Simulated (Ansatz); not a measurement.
Elastic constants of AgCl (Fm-3m) under pressure

```
CELL_PARAMETERS angstrom
0.00000 2.72375 2.72375
2.72375 0.00000 2.72375
2.72375 2.72375 0.00000
ATOMIC_POSITIONS crystal
Ag 0.00000 0.00000 0.00000
Cl 0.50000 0.50000 0.50000
```

This is the zero-pressure cell. At each pressure cell and atoms are relaxed in this structure, and the constants are slopes of the stress at strains of ±0.005 with relaxed ions (the coefficients that govern stability under load). Level: PBEsol, PAW on Ansatz 0.2.0's default frozen-core files (fitted under PBE), scalar-relativistic; k mesh 8×8×8, strains of ±0.005, fixed occupations, cutoff 420 eV. P is the pressure of the relaxed cell, less that of this one.

| P (GPa) | V/V₀ | C11 (GPa) | C12 (GPa) | C44 (GPa) |
| --- | --- | --- | --- | --- |
| 0.00 | 1.0000 | 77.2 | 46.3 | 4.7 |
| 1.00 | ? | ? | ? | ? |
| 1.98 | 0.9684 | 95.7 | 52.4 | 3.3 |
| 4.00 | 0.9415 | 114.1 | 58.4 | 1.9 |
| 6.98 | 0.9086 | 140.3 | 66.8 | -0.1 |
| 9.98 | 0.8813 | 165.8 | 75.0 | -2.2 |
| 15.00 | 0.8440 | 207.4 | 88.0 | -5.5 |

Question: Does the bulk modulus from the constants agree with the pressure-volume curve?

Answer: A third-order Birch-Murnaghan fit to the volumes shown (F against f, f = [(V₀/V)^(2/3) − 1]/2) gives B₀ = 56.6 GPa and B′ = 5.3. Its −V dP/dV stands beside (C11 + 2C12)/3:

```
P (GPa)  from P(V)  from the constants
   0.00       56.6                56.6
   1.98       66.8                66.8
   4.00       76.9                77.0
   6.98       91.2                91.3
   9.98      105.2               105.2
  15.00      128.0               127.8
```

Question: What are the pressure derivatives at zero pressure?

Answer: Slopes at V₀ of quadratic fits in −ln(V/V₀) through the first four rows shown, divided by B₀: dC11/dP = 9.4, dC12/dP = 3.1, dC44/dP = -0.7. The mean slopes up to 4.0 GPa are 9.2, 3.0, -0.7; curvature and scatter of the constants part the two. The combination (dC11/dP + 2 dC12/dP)/3 = 5.2 stands against B′.

Question: Fill the row at 1.00 GPa.

Answer: Cubic fits in −ln(V/V₀) through all rows shown give C11 = 86.6, C12 = 49.4, C44 = 4.0 GPa. Computed: V/V₀ = 0.9833, C11 (GPa) = 86.6, C12 (GPa) = 49.4, C44 (GPa) = 4.0.

Question: Does a shear stiffness soften?

Answer: C44 goes from 4.7 to -5.5 GPa; (C11 − C12)/2 goes from 15.5 to 59.7 GPa. The lattice turns mechanically unstable between 4.0 and 7.0 GPa, where the matrix gains a negative eigenvalue.

Limits of these numbers: no other phase was computed; many crystals of this kind change structure within this range, and rows or crossings beyond such a change describe a metastable lattice; frozen-core PAW files fitted under PBE, their cores solved anew for the functional of the run; phonons weren't checked at these pressures.
